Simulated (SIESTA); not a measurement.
# MnO under changes of volume

One of the cells (10.999 Å³/atom); the others are scaled copies at fixed shape and fractional positions:

```
CELL_PARAMETERS angstrom
0.00000 2.22391 2.22391
2.22391 0.00000 2.22391
2.22391 2.22391 0.00000
ATOMIC_POSITIONS crystal
Mn 0.00000 0.00000 0.00000
O 0.50000 0.50000 0.50000
```

The cell is a database's computed one.

- Program: SIESTA 5.4.2
- Functional: LDA
- Potentials or basis: PseudoDojo 0.4 standard (LDA files)
- Basis: DZP (energy shift 0.003 Ry; two zetas on semicore shells)
- Grid cutoff: 800 Ry
- Energy shift: 0.003 Ry
- k mesh: 8 × 8 × 8
- Occupations: fermi-dirac, width 0.05 eV
- Spin: collinear spin, ferromagnetic start
- Starting moments: [4.0, 0.0] μB

```tsv
volume (Å³/atom)	energy over the lowest point (meV/atom)	pressure (GPa)	moment (μB per cell)
10.339	0.00	-8.0	4.52
10.559	?	?	?
10.779	26.77	-12.9	4.62
10.999	46.22	-15.0	4.65
11.219	67.69	-16.3	4.72
11.439	90.44	-17.5	4.78
11.659	114.86	-18.8	4.83
```

**Question.** What does the run at 10.559 Å³/atom give?

**Answer.** Energy over the lowest point 11.22 meV/atom; pressure -10.0 GPa; moment 4.60 μB per cell.

Worked out: A Birch-Murnaghan fit of order 3 (a polynomial in V^(-2/3)) to the other rows has its minimum at 10.06 Å³/atom, just outside them, with B0 = V·E''(V) = 262 GPa (rough, since the energies scatter). It gives 11.20 meV/atom at 10.559 Å³/atom, against the run's 11.22, and -dE/dV = -10.0 GPa, against -10.0. A parabola through the other rows of the moment, of slope 0.209 μB per Å³/atom there, gives 4.57 μB, against the run's 4.60.

Energies are extrapolated to zero smearing.

Caveats: short orbitals over semicore shells can move pressures by several GPa; the basis of atomic orbitals isn't converged, which shifts pressures, moduli and gaps; a cell with one magnetic atom can't hold antiferromagnetic order, which such compounds often take.
